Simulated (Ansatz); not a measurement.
## NbP in the zincblende structure

Computed with Ansatz (plane waves, PAW, 420 eV cutoff): PBEsol, scalar-relativistic, no spin polarisation, Γ-centred 10×10×10 mesh, 0.05 eV Gaussian smearing. The datasets are Ansatz's generated set soft_2.

```cif
data_structure
_symmetry_space_group_name_H-M 'P 1'
_symmetry_Int_Tables_number 1
_cell_length_a 3.9080
_cell_length_b 3.9080
_cell_length_c 3.9080
_cell_angle_alpha 60.000
_cell_angle_beta 60.000
_cell_angle_gamma 60.000
_cell_volume 42.21
loop_
_atom_site_label
_atom_site_type_symbol
_atom_site_fract_x
_atom_site_fract_y
_atom_site_fract_z
_atom_site_occupancy
Nb1 Nb 0.00000 0.00000 0.00000 1
P1 P 0.25000 0.25000 0.25000 1
```

The start was a prototype's sites filled with these elements. The Crystallography Open Database lists the compound in space group I41/amd, so this is a trial structure.

Which orbitals carry the states at the Fermi level, and how many states are there?

Within 0.1 eV of it: Nb 4d 94 % (shares among the projected shells). The Fermi level sits on a steep edge: the density of states is 0.9, 2.3 and 3.0 states/eV per cell at −0.1, 0 and +0.1 eV.

Density of states (tetrahedra, averaged over 0.4 eV; states/eV per cell of 2 atoms; energy in eV from the Fermi level; projections on Löwdin-orthogonalised atomic orbitals, summed over sites):

```
    E  total  Nb 4d  P 3p  Nb 5s  P 3s  Nb 4p
-5.25   0.02   0.01  0.01   0.00  0.00   0.00
-4.85   0.85   0.32  0.43   0.07  0.00   0.00
-4.45   3.01   0.96  1.68   0.25  0.04   0.03
-4.05   1.12   0.37  0.65   0.06  0.01   0.02
-3.65   2.98   1.33  1.51   0.09  0.01   0.02
-3.25   3.47   1.53  1.82   0.07  0.00   0.03
-2.85   1.99   0.74  1.18   0.03  0.00   0.03
-2.45   1.38   0.38  0.95   0.01  0.00   0.02
-2.05   0.18   0.04  0.14   0.00  0.00   0.00
-1.65   0.00   0.00  0.00   0.00  0.00   0.00
-1.25   1.16   0.94  0.09   0.02  0.04   0.01
-0.85   1.29   1.08  0.11   0.03  0.02   0.00
-0.45   1.73   1.56  0.09   0.02  0.01   0.00
-0.05   1.85   1.69  0.09   0.02  0.00   0.00
 0.35   3.09   2.83  0.11   0.05  0.01   0.00
 0.75   1.65   1.36  0.10   0.07  0.03   0.00
 1.15   2.34   1.65  0.35   0.10  0.05   0.01
 1.55   0.53   0.29  0.14   0.01  0.01   0.00
 1.95   0.61   0.35  0.15   0.01  0.02   0.00
 2.35   1.08   0.65  0.21   0.01  0.09   0.00
 2.75   1.53   0.89  0.33   0.02  0.13   0.01
 3.15   1.71   0.88  0.49   0.04  0.11   0.01
 3.55   2.34   1.08  0.78   0.08  0.13   0.01
 3.95   1.32   0.62  0.46   0.02  0.06   0.01
 4.35   0.91   0.42  0.33   0.01  0.05   0.00
 4.75   0.81   0.33  0.27   0.05  0.06   0.00
 5.15   1.08   0.29  0.29   0.20  0.12   0.00
```
